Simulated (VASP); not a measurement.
# SnTe (F-43m) in VASP: a series of runs, part 2 of 3

VASP 6.6.1. Earlier steps stand in the parts before.

## 4. Single point, PBEsol, spin-orbit coupling, no magnetisation

Input file INCAR:

```
SYSTEM = SnTe
PREC = Accurate
ENCUT = 300
EDIFF = 1E-7
ISMEAR = 0
SIGMA = 0.02
LREAL = .False.
LASPH = .True.
NELM = 100
ALGO = Normal
ISIF = 2
LWAVE = .False.
LCHARG = .False.
MAGMOM = 0 0 0 0 0 0
LORBIT = 11
LSORBIT = .True.
GGA_COMPAT = .False.
GGA = PS
NBANDS = 36
```

Input file KPOINTS:

```
regular mesh
0
Gamma
  7 7 7
  0 0 0
```

Input file POSCAR:

```
SnTe
1.0
    0.0000000000      3.6111460000      3.6111460000
    3.6111460000      0.0000000000      3.6111460000
    3.6111460000      3.6111460000      0.0000000000
Te Sn
1 1
Direct
    0.2500000000      0.2500000000      0.2500000000
    0.0000000000      0.0000000000      0.0000000000
```

Potentials or basis: VASP PAW PBE potentials, release 64 (Te, Sn_d).

Started as:

```
$ cat potpaw_PBE.64/Te/POTCAR potpaw_PBE.64/Sn_d/POTCAR > POTCAR
$ mpirun -np 1 vasp_ncl > vasp.out
```

OUTCAR:

```text
SYSTEM = SnTe
   PREC = Accurate
   ENCUT = 300
   EDIFF = 1E-7
   ISMEAR = 0
   LREAL = .False.
   LASPH = .True.
   NELM = 100
   ISIF = 2
   LORBIT = 11
   LSORBIT = .True.
   GGA = PS

 Found     30 irreducible k-points:

 Following reciprocal coordinates:
            Coordinates               Weight
  0.000000  0.000000  0.000000      1.000000
  0.142857  0.000000  0.000000      4.000000
 -0.142857  0.000000  0.000000      4.000000
  0.285714  0.000000  0.000000      4.000000
 -0.285714  0.000000  0.000000      4.000000
  0.428571  0.000000  0.000000      4.000000
   k-points           NKPTS =     30   k-points in BZ     NKDIM =     30   number of bands    NBANDS=     36
   number of dos      NEDOS =    301   number of ions     NIONS =      2
   total plane-waves  NPLWV =  27000
   dimension x,y,z NGX =    30 NGY =   30 NGZ =   30
   dimension x,y,z NGXF=    60 NGYF=   60 NGZF=   60
   ions per type =               1   1
   NGX,Y,Z   is equivalent  to a cutoff of   9.77,  9.77,  9.77 a.u.
   NGXF,Y,Z  is equivalent  to a cutoff of  19.53, 19.53, 19.53 a.u.
 SYSTEM =  SnTe
   PREC   = accura    normal or accurate (medium, high low for compatibility)
   ISTART =      0    job   : 0-new  1-cont  2-samecut
   ICHARG =      2    charge: 1-file 2-atom 10-const
   ISPIN  =      1    spin polarized calculation?
   LNONCOLLINEAR =      T non collinear calculations
   LSORBIT =      T    spin-orbit coupling
   LASPH  =      T    aspherical Exc in radial PAW
   ENCUT  =  300.0 eV  22.05 Ry    4.70 a.u.   7.21  7.21  7.21*2*pi/ulx,y,z
   NELM   =    100;   NELMIN=  2; NELMDL= -5     # of ELM steps
   EDIFF  = 0.1E-06   stopping-criterion for ELM
   LREAL  =      F    real-space projection
   EDIFFG = 0.1E-05   stopping-criterion for IOM
   NSW    =      0    number of steps for IOM
   IBRION =     -1    ionic relax: 0-MD 1-quasi-New 2-CG
   NFREE  =      0    steps in history (QN), initial steepest desc. (CG)
   ISIF   =      2    stress and relaxation
   ISYM   =      2    0-nonsym 1-usesym 2-fastsym
   POTIM  = 0.5000    time-step for ionic-motion
   TEBEG  =    0.0;   TEEND  =   0.0 temperature during run
   PSTRESS=    0.0 pullay stress
   NELECT =      20.0000    total number of electrons
   NUPDOWN=      -1.0000    fix difference up-down
   EMIN   =  10.00;   EMAX   =-10.00  energy-range for DOS
   EFERMI =   0.00;   METHOD = LEGACY
   ISMEAR =     0;   SIGMA  =   0.02  broadening in eV -4-tet -1-fermi 0-gaus
   EFERMI_NEDOS =   21; number of points for ismear=-14 and -15
   IALGO  =     38    algorithm
   IMIX   =      4    mixing-type and parameters
     AMIX     =   0.40;   BMIX     =  1.00
     AMIX_MAG =   1.60;   BMIX_MAG =  1.00
  volume/ion in A,a.u.               =      47.09       317.78
  Fermi-wavevector in a.u.,A,eV,Ry     =   0.976704  1.845704 12.979296  0.953951
  Thomas-Fermi vector in A             =   2.107344
   LORBIT       =     11    0 simple, 1 ext, 2 COOP (PROOUT), +10 PAW based schemes
   GGA     = PS    functional components
   LHFCALC =     F    Hartree Fock is set to
   AEXX    =    0.0000 exact exchange contribution
   IVDW    =     0    specifies the selected vdW correction
   LEPSILON=     F    determine dielectric tensor
   LRPA    =     F    only Hartree local field effects (RPA)
 Gauss-broadening in eV      SIGMA  =   0.02
  energy-cutoff  :      300.00
  volume of cell :       94.18
 maximum number of plane-waves:      2278
 NGX is ok and might be reduce to    30
   NGX = 15   NGY = 15   NGZ = 15

 number of electron      19.9999983 magnetization      -0.0000000     -0.0000000     -0.0000000

 number of electron      19.9999983 magnetization       0.0000000     -0.0000000      0.0000000
[... 18 lines left out ...]
 fundamental gap:      0.1140466531
 Fermi energy:         3.0709590935

 k-point     1 :       0.0000    0.0000    0.0000
  band No.  band energies     occupation
      1     -19.2212      1.00000
      2     -19.2212      1.00000
      3     -19.2212      1.00000
      4     -19.2212      1.00000
      5     -18.1898      1.00000
      6     -18.1898      1.00000
[... 199 lines left out ...]
     31       9.6477      0.00000
     32       9.6578      0.00000

 [... further k-points ...]

 [bands above 32 left out]

------------------------ aborting loop because EDIFF is reached ----------------------------------------

  FORCE on cell =-STRESS in cart. coord.  units (eV):
  Direction    XX          YY          ZZ          XY          YZ          ZX
  --------------------------------------------------------------------------------------
  -------------------------------------------------------------------------------------
  Total       -0.8552434     -0.8552434     -0.8552434      0.0000000      0.0000000     -0.0000000
  in kB      -14.5490675    -14.5490675    -14.5490675      0.0000000      0.0000000     -0.0000000
  external PRESSURE =     -14.5490675 kB  Pullay stress =       0.0000000 kB

 VOLUME and BASIS-vectors are now :
 -----------------------------------------------------------------------------
  energy-cutoff  :      300.00
  volume of cell :       94.18
      direct lattice vectors                 reciprocal lattice vectors
     0.000000000  3.611146000  3.611146000    -0.138460201  0.138460201  0.138460201
     3.611146000  0.000000000  3.611146000     0.138460201 -0.138460201  0.138460201
     3.611146000  3.611146000  0.000000000     0.138460201  0.138460201 -0.138460201

 POSITION                                       TOTAL-FORCE (eV/Angst)
 -----------------------------------------------------------------------------------
      1.80557      1.80557      1.80557         0.000000     -0.000000      0.000000
      0.00000      0.00000      0.00000        -0.000000      0.000000     -0.000000
 -----------------------------------------------------------------------------------
    total drift:                                0.000001      0.000001      0.000001

  FREE ENERGIE OF THE ION-ELECTRON SYSTEM (eV)
  ---------------------------------------------------
  free  energy   TOTEN  =        -7.7641922643 eV

  energy  without entropy=       -7.7641921002  energy(sigma->0) =       -7.76419218

 Spin-Orbit-Coupling matrix elements

 Ion:    1  E_soc:     -0.2259655
 l=   1
     0.0000000    -0.0376604    -0.0376604
    -0.0376604     0.0000000    -0.0376604
    -0.0376604    -0.0376604     0.0000000
 l=   2
     0.0000000     0.0000085     0.0000000     0.0000085    -0.0000090
     0.0000085     0.0000000    -0.0000068     0.0000085    -0.0000023
     0.0000000    -0.0000068     0.0000000    -0.0000068     0.0000000
     0.0000085     0.0000085    -0.0000068     0.0000000    -0.0000023
    -0.0000090    -0.0000023     0.0000000    -0.0000023     0.0000000
 l=   3
     0.0000000     0.0000000     0.0000000     0.0000000     0.0000000     0.0000000     0.0000000
     0.0000000     0.0000000     0.0000000     0.0000000     0.0000000     0.0000000     0.0000000
     0.0000000     0.0000000     0.0000000     0.0000000     0.0000000     0.0000000     0.0000000
     0.0000000     0.0000000     0.0000000     0.0000000     0.0000000     0.0000000     0.0000000
     0.0000000     0.0000000     0.0000000     0.0000000     0.0000000     0.0000000     0.0000000
     0.0000000     0.0000000     0.0000000     0.0000000     0.0000000     0.0000000     0.0000000
     0.0000000     0.0000000     0.0000000     0.0000000     0.0000000     0.0000000     0.0000000

 Ion:    2  E_soc:     -0.1052823
 l=   1
     0.0000000    -0.0114510    -0.0114510
    -0.0114510     0.0000000    -0.0114510
    -0.0114510    -0.0114510     0.0000000
 l=   2
     0.0000000    -0.0012357     0.0000000    -0.0012357    -0.0048603
    -0.0012357     0.0000000    -0.0036452    -0.0012357    -0.0012151
     0.0000000    -0.0036452     0.0000000    -0.0036452     0.0000000
    -0.0012357    -0.0012357    -0.0036452     0.0000000    -0.0012151
    -0.0048603    -0.0012151     0.0000000    -0.0012151     0.0000000
 l=   3
     0.0000000     0.0000000     0.0000000     0.0000000     0.0000000     0.0000000     0.0000000
     0.0000000     0.0000000     0.0000000     0.0000000     0.0000000     0.0000000     0.0000000
     0.0000000     0.0000000     0.0000000     0.0000000     0.0000000     0.0000000     0.0000000
     0.0000000     0.0000000     0.0000000     0.0000000     0.0000000     0.0000000     0.0000000
     0.0000000     0.0000000     0.0000000     0.0000000     0.0000000     0.0000000     0.0000000
     0.0000000     0.0000000     0.0000000     0.0000000     0.0000000     0.0000000     0.0000000
     0.0000000     0.0000000     0.0000000     0.0000000     0.0000000     0.0000000     0.0000000

 total charge

# of ion       s       p       d       tot
------------------------------------------
    1        1.394   1.943   0.016   3.353
    2        1.392   0.703   9.952  12.047
--------------------------------------------------
tot          2.786   2.646   9.968  15.399

 magnetization (x)

# of ion       s       p       d       tot
------------------------------------------
    1        0.000   0.000   0.000   0.000
    2        0.000   0.000   0.000   0.000
--------------------------------------------------
tot          0.000   0.000   0.000   0.000

 magnetization (y)

# of ion       s       p       d       tot
------------------------------------------
    1        0.000   0.000   0.000   0.000
    2        0.000   0.000   0.000   0.000
--------------------------------------------------
tot          0.000   0.000   0.000   0.000

 magnetization (z)

# of ion       s       p       d       tot
------------------------------------------
    1        0.000  -0.000  -0.000  -0.000
    2        0.000   0.000   0.000   0.000
--------------------------------------------------
tot          0.000   0.000  -0.000   0.000
```

OSZICAR:

```text
N       E                     dE             d eps       ncg     rms          rms(c)
DAV:   1     0.131669895578E+03    0.13167E+03   -0.66157E+03  2176   0.790E+02
DAV:   2     0.960189103645E+01   -0.12207E+03   -0.11720E+03  2256   0.245E+02
DAV:   3    -0.720881626737E+01   -0.16811E+02   -0.16555E+02  2532   0.995E+01
DAV:   4    -0.788393512721E+01   -0.67512E+00   -0.67407E+00  2516   0.224E+01
DAV:   5    -0.790994606520E+01   -0.26011E-01   -0.26010E-01  3032   0.394E+00    0.492E+00
DAV:   6    -0.776799879247E+01    0.14195E+00   -0.25468E-01  2608   0.277E+00    0.323E+00
DAV:   7    -0.776328628507E+01    0.47125E-02   -0.70960E-02  2396   0.971E-01    0.168E+00
DAV:   8    -0.776308113120E+01    0.20515E-03   -0.28966E-03  2380   0.389E-01    0.668E-01
DAV:   9    -0.776355604195E+01   -0.47491E-03   -0.14154E-03  2596   0.254E-01    0.165E-01
DAV:  10    -0.776394935722E+01   -0.39332E-03   -0.31930E-04  2268   0.112E-01    0.444E-02
DAV:  11    -0.776415435258E+01   -0.20500E-03   -0.16611E-04  2336   0.521E-02    0.219E-02
DAV:  12    -0.776418899476E+01   -0.34642E-04   -0.37890E-05  2396   0.248E-02    0.214E-02
DAV:  13    -0.776419095136E+01   -0.19566E-05   -0.31631E-06  2440   0.101E-02    0.947E-03
DAV:  14    -0.776419209105E+01   -0.11397E-05   -0.14570E-06  2020   0.531E-03    0.210E-03
DAV:  15    -0.776419221989E+01   -0.12884E-06   -0.17530E-07  2200   0.381E-03    0.227E-03
DAV:  16    -0.776419226429E+01   -0.44400E-07   -0.29358E-08  1788   0.103E-03
   1 F= -.77641923E+01 E0= -.77641922E+01  d E =-.164076E-06  mag=     0.0000     0.0000    -0.0000
```

stdout:

```text
POSCAR found type information on POSCAR TeSn
 POSCAR found :  2 types and       2 ions
 scaLAPACK will be used
 -----------------------------------------------------------------------------
|                                                                             |
|                                                                             |
|     You enforced a specific xc type in the INCAR file but a different       |
|     I HOPE YOU KNOW WHAT YOU ARE DOING!                                     |
|                                                                             |
 -----------------------------------------------------------------------------

 LDA part: xc-table for (Slater+PW92), standard interpolation
 POSCAR, INCAR and KPOINTS ok, starting setup
 FFT: planning ... GRIDC
 FFT: planning ... GRID_SOFT
 FFT: planning ... GRID
 WAVECAR not read
 entering main loop
```

Wall time 78 s (1 thread of Intel Xeon 6975P-C (Granite Rapids), shared host); peak memory 0.31 GiB.

These settings aren't checked as converged: the numbers below hold their error.

Results:

* Free energy: -7.7642 eV
* Pressure: -1.5 GPa
* Valence electrons inside the program's atomic spheres: Te 3.35; Sn 12.05

Caveat: the PAW data sets were made with another functional, which shifts forces and pressure a little.

(Part 2 of 3 ends here.)
